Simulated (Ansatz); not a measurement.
## Zr in Al(100), 2x2: scattering by a point defect

Aim: the resistance that Zr in Al(100), 2x2 adds to the host.

Program: Ansatz 0.2.0. Level of theory: Ansatz plane-wave DFT, PBE, PAW files; ballistic transport by layer matching (Landauer), zero bias; PAW set soft_1, in the first sound run; inputs show where later runs differ. Results are calculated unless marked as measured.

## Step 1: Set-up

The cell holds 48 atoms: 47 Al and 1 Zr. Its edges and angles: a = 5.725 Å, b = 5.725 Å, c = 24.288 Å, α = 90.0°, β = 90.0°, γ = 90.0°. It derives from Al. Regions: lead, 24 atoms (24 Al); scattering region, 24 atoms (23 Al and 1 Zr). The structure is stacked along c, and the current runs across the ab planes.

## Step 2: Transmission at ideal sites

The defect sits in one plane of the supercell, all atoms on ideal sites; the layers about the cell's end are the lead. The mesh across the current, 10×10, is finer than the density's, because channels open and close sharply across the zone. Energies from -0.1 to 0.1 eV in steps of 0.05 eV are too few for the program's thermal sum, so it prints no conductance; for a metal the transmission near the Fermi level serves, at a fraction of the cost.

Input file input.yaml:

```yaml
crystal:
  lattice:
    - [5.7246940741, 0.0, 0.0]
    - [0.0, 5.7246940741, 0.0]
    - [0.0, 0.0, 24.28782]
  atoms:
    - { symbol: Al, position: [0.0, 0.0, 0.0416666667] }
    - { symbol: Al, position: [0.0, 0.5, 0.0416666667] }
    - { symbol: Al, position: [0.5, 0.0, 0.0416666667] }
    - { symbol: Al, position: [0.5, 0.5, 0.0416666667] }
    - { symbol: Al, position: [0.25, 0.25, 0.125] }
    - { symbol: Al, position: [0.25, 0.75, 0.125] }
    - { symbol: Al, position: [0.75, 0.25, 0.125] }
    - { symbol: Al, position: [0.75, 0.75, 0.125] }
    - { symbol: Al, position: [0.0, 0.0, 0.2083333333] }
    - { symbol: Al, position: [0.0, 0.5, 0.2083333333] }
    - { symbol: Al, position: [0.5, 0.0, 0.2083333333] }
    - { symbol: Al, position: [0.5, 0.5, 0.2083333333] }
    - { symbol: Al, position: [0.25, 0.25, 0.2916666667] }
    - { symbol: Al, position: [0.25, 0.75, 0.2916666667] }
    - { symbol: Al, position: [0.75, 0.25, 0.2916666667] }
    - { symbol: Al, position: [0.75, 0.75, 0.2916666667] }
    - { symbol: Al, position: [0.0, 0.0, 0.375] }
    - { symbol: Al, position: [0.0, 0.5, 0.375] }
    - { symbol: Al, position: [0.5, 0.0, 0.375] }
    - { symbol: Al, position: [0.5, 0.5, 0.375] }
    - { symbol: Al, position: [0.25, 0.25, 0.4583333333] }
    - { symbol: Al, position: [0.25, 0.75, 0.4583333333] }
    - { symbol: Al, position: [0.75, 0.25, 0.4583333333] }
    - { symbol: Al, position: [0.75, 0.75, 0.4583333333] }
    - { symbol: Zr, position: [0.0, 0.0, 0.5416666667] }
    - { symbol: Al, position: [0.0, 0.5, 0.5416666667] }
    - { symbol: Al, position: [0.5, 0.0, 0.5416666667] }
    - { symbol: Al, position: [0.5, 0.5, 0.5416666667] }
    - { symbol: Al, position: [0.25, 0.25, 0.625] }
    - { symbol: Al, position: [0.25, 0.75, 0.625] }
    - { symbol: Al, position: [0.75, 0.25, 0.625] }
    - { symbol: Al, position: [0.75, 0.75, 0.625] }
    - { symbol: Al, position: [0.0, 0.0, 0.7083333333] }
    - { symbol: Al, position: [0.0, 0.5, 0.7083333333] }
    - { symbol: Al, position: [0.5, 0.0, 0.7083333333] }
    - { symbol: Al, position: [0.5, 0.5, 0.7083333333] }
    - { symbol: Al, position: [0.25, 0.25, 0.7916666667] }
    - { symbol: Al, position: [0.25, 0.75, 0.7916666667] }
    - { symbol: Al, position: [0.75, 0.25, 0.7916666667] }
    - { symbol: Al, position: [0.75, 0.75, 0.7916666667] }
    - { symbol: Al, position: [0.0, 0.0, 0.875] }
    - { symbol: Al, position: [0.0, 0.5, 0.875] }
    - { symbol: Al, position: [0.5, 0.0, 0.875] }
    - { symbol: Al, position: [0.5, 0.5, 0.875] }
    - { symbol: Al, position: [0.25, 0.25, 0.9583333333] }
    - { symbol: Al, position: [0.25, 0.75, 0.9583333333] }
    - { symbol: Al, position: [0.75, 0.25, 0.9583333333] }
    - { symbol: Al, position: [0.75, 0.75, 0.9583333333] }
kpoints:
  mp_grid: { grid: [4, 4, 1] }
hamiltonian:
  xc: pbe
  pseudopotentials: { kind: paw, azcp: { folder: soft_1 } }
scf:
  occupations: { method: fermi_dirac, width: 0.1 }
output:
  transmission: { leads: [[0, 4]], kmesh: [10, 10], e_range: [-0.1, 0.1], de: 0.05 }
  write_potential: true
  write_density: true
  volumetric_format: npy
  elf: true
```

Command:

```sh
ansatz run input.yaml --threads 4 --pin off --max-ram 15360MiB --backend cpu --events-out ev --progress --plain --runs-dir out
```

Numbers of over 12 decimals in the logs are rounded to 6 here.

Log:

```text
Engine: ansatz 0.2.0, aarch64-unknown-linux-gnu
Pseudopotentials: kind: paw
Pseudopotential: Al, paw, valence charge 3, recommended cutoff 420 eV (normal), soft_1/Al.paw.azcp
Pseudopotential: Zr, paw, valence charge 12, recommended cutoff 420 eV (normal), soft_1/Zr.paw.azcp
Functional definition: PBE
  parameter kappa = 0.804
  parameter beta = 0.066725
  exchange = pbe_x(kappa = kappa, mu = beta*pi^2/3)
  correlation = pbe_c(beta = beta)
Crystal: 48 atoms, lattice volume = 795.963 Å³
Basis set: ecut = 420 eV, 15629 PW (Γ)
Bands: 125, of which v1, the nominal top of the filled ones, is band 77 counted from 1 (76 counted from 0)
Symmetry: 16 space group operations
Space group: P4/mmm (ITA 123), of the structure as read, at distance tolerance 9.3e-5 Å
k-points: 6 of 16
Non-local potential: Al, projectors of the file, l = 0: 2, l = 1: 2, l = 2: 1
Non-local potential: Zr, projectors of the file, l = 0: 3, l = 1: 2, l = 2: 2, l = 3: 1
PAW form: soft (Blöchl's): semilocal exchange-correlation on the pseudo side does not see the compensation charge
PAW one-centre angular grid: Al, 110 points (default); XC on 64 Gauss nodes
PAW one-centre angular grid: Zr, 590 points (default); XC on 64 Gauss nodes
Initial density: superposition of atomic densities (chi_scale 0.1, normalization cell, long waves kept (reshape's long-wave potential 0.65 eV rms))
Initial wavefunctions: pseudopotential atomic-orbital guess
Functional: x = pbe(κ = 0.804, μ = 0.219515), c = pbe(β = 0.066725)
SCF iter   1: F=—  HF=-29459.614447 eV  |F-HF|=—  |Δ(HF+E_count)|=         —  Δρ=4.21e-2  dr2=5.70e2  ethr=3.10e-3  ⟨swp⟩=6.2  Hψ=3617  notcnv=0  defer=12
preconditioner: auto → Kerker (q_TF=auto, 2.073 Å⁻¹)  [metal: Δε(μ)=0.026 eV  Ē_g=6.645 eV  σ=0.100 eV  W_gap=0.07  n_scr=112 (ndim 8)  ℏωp=15.8 eV  f_vac=0.000  D(μ)=22.77/eV (n_scr^D=148)]
SCF iter   2: F=—  HF=-29451.837897 eV  |F-HF|=—  |Δ(HF+E_count)|=    7.78e0  Δρ=2.39e-2  dr2=1.81e2  ethr=3.10e-3  ⟨swp⟩=3.0  Hψ=1068  notcnv=0  defer=70
SCF iter   3: F=—  HF=-29447.924980 eV  |F-HF|=—  |Δ(HF+E_count)|=    3.91e0  Δρ=3.94e-3  dr2=3.05e-1  ethr=3.10e-3  ⟨swp⟩=3.0  Hψ=1469  notcnv=0  defer=74
SCF iter   4: F=—  HF=-29447.883977 eV  |F-HF|=—  |Δ(HF+E_count)|=   4.10e-2  Δρ=1.06e-3  dr2=2.19e-2  ethr=1.99e-4  ⟨swp⟩=1.5  Hψ=705  notcnv=0  defer=74
SCF iter   5: F=—  HF=-29447.879646 eV  |F-HF|=—  |Δ(HF+E_count)|=   4.33e-3  Δρ=2.17e-4  dr2=4.34e-4  ethr=1.43e-5  ⟨swp⟩=1.8  Hψ=958  notcnv=0  defer=74
SCF iter   6: F=—  HF=-29447.879554 eV  |F-HF|=—  |Δ(HF+E_count)|=   9.18e-5  Δρ=6.61e-5  dr2=5.48e-5  ethr=2.83e-7  ⟨swp⟩=2.0  Hψ=1106  notcnv=0  defer=74
SCF iter   7: F=—  HF=-29447.879564 eV  |F-HF|=—  |Δ(HF+E_count)|=   9.91e-6  Δρ=1.16e-5  dr2=2.19e-6  ethr=3.58e-8  ⟨swp⟩=2.0  Hψ=1197  notcnv=0  defer=74
SCF iter   8: F=-29447.879564 eV  HF=-29447.879564 eV  |F-HF|=1.45e-8  |Δ(HF+E_count)|=   3.75e-7  Δρ=1.07e-6  dr2=2.04e-8  ethr=6.54e-11  ⟨swp⟩=18.3  Hψ=3950  notcnv=0
SCF 1 converged in 8 iterations: F = -29447.879564 eV  dr2 = 2.04e-8
  greatest PAW one-centre occupation: 0.997 electrons in one spin orbital (limit 2), on the Zr atom at site 24 (counted from 0), in its partial waves of l = 0
transmission: 70 of 672 steps passed
transmission: 142 of 672 steps passed
[...]
transmission: 672 of 672 steps passed
SCF converged after 8 iterations
Free energy (F): -29447.879564 eV
Harris-Foulkes:  -29447.879564 eV  (|F-HF|=1.45e-8)
Internal energy: -29447.166101 eV  (E = F + TS)
E sigma→0 (E₀):  -29447.522832 eV
Entropy (-TS):   -0.713463 eV (-14.864 meV/atom)
Fermi energy:    8.053753 eV
--- Per-component energies (eV) ---
  E_band       = 358.376683
  E_kinetic    = 1377.809168
  E_local      = -1267.526786  (includes V_loc(G=0)·N_el)
  E_nonlocal   = 545.933010
  E_hartree    = 758.486659
  E_xc         = -1927.246809
  E_vxc        = -1555.478745  (∫ρ·V_xc dr)
  E_paw        = -25026.688956  (= ΣΔE_a)
  E_vpaw       = -259.332386  (= ΣTr[D̂ρ^β])
  E_aug_tail   = -0.000129  (compensation charges beyond the density's cutoff)
  E_ewald      = -3907.932258
  E_smearing   = -0.713463  (= −TS)
  E_closure    = 0.000000  (closes the sum)
  Σ components = -29447.879564   (vs F -29447.879564, Δ=0.00e0)
--- Band table (eV; the first three rows and the last of 6) ---
  k-point 0: bands = [... 73 lower, 7.3412, 7.3574, 7.3574, 7.3753, 7.3753, 7.4313, 7.4678, 7.4778, ... 44 higher]
  k-point 1: bands = [... 73 lower, 7.6985, 7.7524, 7.7551, 7.8282, 8.0066, 8.1787, 8.3443, 8.4493, ... 44 higher]
  k-point 2: bands = [... 73 lower, 7.7985, 7.9165, 7.9203, 8.0140, 8.2168, 8.3044, 8.4541, 8.5217, ... 44 higher]
  k-point 5: bands = [... 73 lower, 8.2734, 8.4938, 8.5775, 8.5775, 8.7760, 8.7760, 8.8008, 8.9472, ... 44 higher]
--- Transmission ---
  basis      : 293 plane waves across, 32 finite elements along
  points     : 21, standing for a mesh of 10 x 10
  energies   : 5 from -0.100000 to 0.100000 eV about the Fermi level, 0.050000 eV apart; the leads are filled to 0.000000 eV, and channels, transmission and decay are at 0.000000 eV
  crystal 0  : Al4, at the sites [0, 4], period 2.0240 Å, over 22.26 Å; its Hamiltonian steps by up to 17.7 meV
    offset         : up to 0.0000 Å between an atom of the period and one for which it stands
    channels       : 6.290000e0 a spin
    conductance    : none, the energies end too early or step too widely for 300 K: set another output.transmission.e_range or a lower de, or, where they end at an eighth of basis.ecutwfc, a higher one
  junction   : crystal 0 to crystal 0, 1.33 to 23.59 Å
    transmission   : 3.948914e0 a spin
    conductance    : none, the energies end too early or step too widely for 300 K: set another output.transmission.e_range or a lower de, or, where they end at an eighth of basis.ecutwfc, a higher one
```

It took 4.3 min on 4 threads of Arm Neoverse V2, shared host; peak memory 2.5 GiB.

This run has no spin polarisation although its electron count is odd.

This step gave:

```
free energy                                    : -29447.8796 eV
energy at zero smearing                        : -29447.5228 eV
Fermi energy                                   : 8.054 eV
cell area                                      : 32.77 Å²
transmission per spin nearest the Fermi level  : 3.949
open channels per spin nearest the Fermi level : 6.29
step of the lead's potential                   : 17.7 meV
```

Per spin. Table of transmission, zone mean by energy, zero at the Fermi level:

```tsv
energy (eV)	transmission, zone mean
-0.1000	3.95
-0.0500	3.89
0.0000	3.95
0.0500	4.08
0.1000	4.11
```

Per spin. Table of open channels, zone mean, lead by energy, zero at the Fermi level:

```tsv
energy (eV)	open channels, zone mean, lead
-0.1000	6.21
-0.0500	6.13
0.0000	6.29
0.0500	6.37
0.1000	6.49
```

Transmission over k1 and k2. At 0.0000 eV from the Fermi level.

Ten even steps from '_' (1.59) to '@' (5.62):
```
::----++======++----
++--**************--
%%++**##++##++##**++
%%==**++@@==@@++**==
%%==**##==@@==##**==
%%==**++@@==@@++**==
%%++**##++##++##**++
++--**************--
::----++======++----
__::++%%%%%%%%%%++::
```
Columns: k1 (b1) from -0.5 to 0.4; rows upwards: k2 (b2) from -0.5 to 0.4.

Open channels over k1 and k2. At 0.0000 eV from the Fermi level.

Values, 10 rows by 10 columns:
```
4.00 6.00 4.00 6.00 6.00 6.00 6.00 6.00 4.00 6.00
6.00 4.00 6.00 7.00 6.00 6.00 6.00 7.00 6.00 4.00
8.00 6.00 7.00 6.00 7.00 8.00 7.00 6.00 7.00 6.00
8.00 6.00 6.00 7.00 9.00 5.00 9.00 7.00 6.00 6.00
8.00 6.00 6.00 8.00 5.00 9.00 5.00 8.00 6.00 6.00
8.00 6.00 6.00 7.00 9.00 5.00 9.00 7.00 6.00 6.00
8.00 6.00 7.00 6.00 7.00 8.00 7.00 6.00 7.00 6.00
6.00 4.00 6.00 7.00 6.00 6.00 6.00 7.00 6.00 4.00
4.00 6.00 4.00 6.00 6.00 6.00 6.00 6.00 4.00 6.00
4.00 4.00 6.00 8.00 8.00 8.00 8.00 8.00 6.00 4.00
```
Columns: k1 (b1) from -0.5 to 0.4; rows upwards: k2 (b2) from -0.5 to 0.4.

ELF in the ca plane at fractional y = 0.000, with atoms of Al and Zr within 0.2 Å of it. It is the smooth field of the valence electrons, not physical close to the nuclei.

Values, 8 rows by 16 columns, each cell a mean:
```
0.41 0.29 0.44 0.37 0.41 0.28 0.44 0.34 0.49 0.63 0.28 0.40 0.40 0.27 0.47 0.35
0.61 0.61 0.57 0.57 0.60 0.63 0.54 0.59 0.34 0.31 0.52 0.55 0.60 0.62 0.57 0.57
0.60 0.58 0.56 0.53 0.60 0.59 0.51 0.52 0.64 0.60 0.59 0.47 0.60 0.58 0.56 0.53
0.33 0.25 0.42 0.32 0.34 0.24 0.42 0.28 0.32 0.23 0.37 0.30 0.35 0.23 0.43 0.30
0.41 0.29 0.45 0.36 0.42 0.29 0.44 0.33 0.43 0.31 0.43 0.34 0.42 0.28 0.47 0.35
0.61 0.62 0.58 0.57 0.60 0.64 0.53 0.58 0.60 0.56 0.62 0.52 0.61 0.62 0.58 0.57
0.60 0.58 0.55 0.53 0.59 0.59 0.52 0.54 0.33 0.38 0.44 0.53 0.59 0.58 0.56 0.52
0.33 0.26 0.41 0.33 0.34 0.24 0.40 0.28 0.52 0.59 0.26 0.35 0.31 0.24 0.43 0.30
```
Columns run along c (16.0 Å, from fractional 0.17 to 0.83 of the cell), rows up along a (5.7 Å). Atoms in or near the plane, at fractional coordinates: Al at (0.21, 0.00), Al at (0.21, 0.50), Al at (0.38, 0.00), Al at (0.38, 0.50), Zr at (0.54, 0.00), Al at (0.54, 0.50), Al at (0.71, 0.00), Al at (0.71, 0.50).

Valence density in the ca plane at fractional y = 0.000, with atoms of Al and Zr within 0.2 Å of it. It is the smooth field of the valence electrons, not physical close to the nuclei.

Ten steps, logarithmic in the rise over the least value, from '0' (0.1 e/Å³) to '9' (4.1 e/Å³), each cell a mean:
```
32102322222321023222235899974222232101322222
33223322222332233222234688753322233323332222
33333333333333333333333455433333233333333333
33333333333333333333333333333333333333333333
33333333333333333322333333333332233333333333
33223332222332233322223332333222233223332222
32102322222321023221223210232212232101322222
32001322122320013221122200122211232001322112
33212322222332123222223322232222233212332222
33333332222333333322233333333222233333332222
33333333333333333333333333333333333333333333
33333333333333333333333344333333333333333333
33333332222333333222333567643332233333332222
33212322222332123222234799863222233212332222
32001322122320012222235899974222222001222112
```
Columns run along c (16.0 Å, from fractional 0.17 to 0.83 of the cell), rows up along a (5.7 Å). Atoms in or near the plane, at fractional coordinates: Al at (0.21, 0.00), Al at (0.21, 0.50), Al at (0.38, 0.00), Al at (0.38, 0.50), Zr at (0.54, 0.00), Al at (0.54, 0.50), Al at (0.71, 0.00), Al at (0.71, 0.50).

Electrostatic potential energy in the ca plane at fractional y = 0.000, with atoms of Al and Zr within 0.2 Å of it. With pseudopotentials it is smooth inside the atoms' cores, unlike the true potential.

Ten even steps from '0' (-10 eV) to '9' (11 eV), each cell a mean:
```
51683279998506832799973000005899851683179998
73111588998731115899885100027899873111588998
87556888888875568888887632468888887656888888
98778898888988788888888877788888898878898888
87556888888875568888888754688888887556888888
72111589998731115889987311158999873111588998
41683279998516832799985168327999851584179998
41894179998418941799985189516999851795169998
61341379998613413799986134137999862241379998
85224788888852247888888532478888885323688888
88777888888887778888888876789888888777888888
88777888888887778888888765688888888777888888
85224788888852247888886300157888885323688888
61341379998613413799974000016899861241379998
41894179998419941799972000004899851896169998
```
Columns run along c (16.0 Å, from fractional 0.17 to 0.83 of the cell; values clipped at the 3rd and 97th percentile), rows up along a (5.7 Å). Atoms in or near the plane, at fractional coordinates: Al at (0.21, 0.00), Al at (0.21, 0.50), Al at (0.38, 0.00), Al at (0.38, 0.50), Zr at (0.54, 0.00), Al at (0.54, 0.50), Al at (0.71, 0.00), Al at (0.71, 0.50).

Over the solved energies the transmission per spin lies between 3.89 and 4.11, out of 6.30 channels of the lead on average (up to 6.49).

## Step 3: Resistance at ideal sites

This step: Ansatz plane-wave DFT, PBE, PAW files; ballistic transport by layer matching (Landauer), zero bias; area resistance of the defect plane and resistivity an atomic per cent; PAW set soft_1 (Ansatz 0.2.0).

Numbers from this step:

* area resistance: 0.3890 fΩ m²
* T over the leads' mean channel count: 0.6345
* resistivity per at.% scaled from this dense plane, with the factor 3/4 for isotropic scattering: 5.765 µΩ cm

Averaged over the energies near the Fermi level, 63.5 % of the channels pass, which makes 0.389 fΩ m².

By hand, with T and the leads' channels N averaged over the energies near the Fermi level: RA = A (h/2e²)(1/T − 1/N) = 32.77×10⁻²⁰ m² × 12 906 Ω × (1/3.974 − 1/6.263) = 0.389 fΩ m². Per atomic per cent: RA × A / V_atom × 0.01 × 3/4 = 5.77 µΩ cm, with the host's V_atom = 16.58 Å³.

[end of part 1 of 2]

[Logs are printed without paths, hosts, clocks, repeated set-up lines and the standing remarks that a program may print on its own settings, such as how far it seeks lower states.]

[Hosts, paths, dates, database ids (printed as entryN), source tags and the programs' standing remarks are cut or masked in the printed files.]
